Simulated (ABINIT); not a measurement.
Crystal: ZnO (zincite).

```
Zn O
1.0
     3.24931    0.00000    0.00000
    -1.62465    2.81398    0.00000
     0.00000    0.00000    5.20571
Zn O
2 2
Direct
  0.66667 0.33333 0.00000
  0.33333 0.66667 0.50000
  0.33333 0.66667 0.87901
  0.66667 0.33333 0.37901
```

Base run:

- Program: ABINIT 10.8.3 (patched build)
- Functional: PBE
- Potentials or basis: Ansatz NC PBE
- Cutoff: 1252 eV
- k mesh: 9 × 9 × 5
- Occupations: fermi-dirac, width 0.05 eV
- Spin: no spin polarisation

Its results: band gap on the k mesh 0.85 eV, direct; pressure 4.7 GPa; largest force 0.071 eV/Å.

Task: The run is repeated on the same cell with these changes: potentials or basis from Ansatz NC PBE to JTH PAW PBE v2.0; cutoff from 1252 eV to 626 eV; valence electrons from 52 to 36. What comes out?

Result: Band gap on the k mesh 0.79 eV, direct; pressure 4.4 GPa; largest force 0.072 eV/Å.
